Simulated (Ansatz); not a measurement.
# V2O3: the cost of one run

Method: DFT PBE+U (U_eff = 3.2 eV on V 3d), scalar-relativistic, plane waves, PAW, in Ansatz 0.2.0.

### Step 1. The structure to begin with

Symmetry: R-3c, No. 167, trigonal system. The conventional cell has a = 5.102 Å, b = 5.102 Å, c = 14.048 Å, α = 90.00°, β = 90.00°, γ = 120.00°. V (site symmetry 3) has 6 O at 2.01 to 2.10 Å as nearest neighbours. O (site symmetry 2) is surrounded by 4 V at 2.01 to 2.10 Å.

Structure file:

```
CELL_PARAMETERS angstrom
2.54996 1.47222 4.68230
-2.55163 1.47234 4.68307
-0.00073 -2.94595 4.68307
ATOMIC_POSITIONS crystal
V 0.35127 0.35123 0.35128
V 0.14873 0.14872 0.14877
V 0.64874 0.64878 0.64869
V 0.85126 0.85131 0.85122
O 0.55268 0.94731 0.24996
O 0.25000 0.55265 0.94735
O 0.94732 0.25004 0.55269
O 0.44733 0.05266 0.75000
O 0.75000 0.44731 0.05269
O 0.05267 0.75000 0.44734
```

This cell comes from an earlier session at PBE+U (U_eff = 3.2 eV on V 3d): 10.555 Å³/atom at 0.01 GPa, on a 4×4×4 mesh. The large moments point both ways and cancel.

### Step 2. Band edges over the zone

File input.yaml:

```yaml
crystal:
  lattice:
    - [2.5499608459, 1.4722206798, 4.6822979261]
    - [-2.551633414, 1.4723415039, 4.6830730991]
    - [-0.0007316473, -2.9459499483, 4.6830730013]
  atoms:
    - { symbol: V, position: [0.3512709074, 0.3512267629, 0.3512802117], spin: 1.67 }
    - { symbol: V, position: [0.1487290832, 0.1487197924, 0.1487732442], spin: -1.67 }
    - { symbol: V, position: [0.6487449019, 0.6487832649, 0.648691315], spin: -1.67 }
    - { symbol: V, position: [0.8512551123, 0.8513086832, 0.85121672], spin: 1.67 }
    - { symbol: O, position: [0.5526813191, 0.9473099737, 0.2499639876] }
    - { symbol: O, position: [0.2500000034, 0.5526479629, 0.9473520321] }
    - { symbol: O, position: [0.9473186907, 0.250036004, 0.5526900252] }
    - { symbol: O, position: [0.4473282148, 0.052658888, 0.7500002154] }
    - { symbol: O, position: [0.7499999966, 0.4473088804, 0.0526911311] }
    - { symbol: O, position: [0.0526717707, 0.7499997879, 0.4473411174] }
basis:
  ecutwfc: 420
  ecutrho_ratio: 4
kpoints:
  mp_grid: { grid: [4, 4, 4] }
  band_path: { path: [VBM, CBM], npoints: 2 }
hamiltonian:
  xc: pbe
  hubbard: { sites: [{ species: V, l: d, u_eff: 3.25 }] }
scf:
  occupations: { method: gaussian, width: 0.05 }
  lower_state_search: "off"
output:
  forces: true
  stress: true
  eigenvalues: true
  populations: true
  hubbard: { sites: [{ species: V, l: d }] }
magnetization:
  spin_polarized: true
checkpoint:
  read: start.run
  write: ck
  compress: false
  write_wavefunctions: false
  write_every: 100000
```

start.run is the folder with the converged state of an earlier run on this cell.

Launch:

```
ansatz run input.yaml --threads 4 --pin off --max-ram 10240MiB --backend cpu --events-out ev --progress --plain --runs-dir out
```

Q: Estimate wall time and peak memory on 4 threads of AMD EPYC 9R45 (Zen 5), shared host.

About 30 s, with a peak of 1.4 GiB.
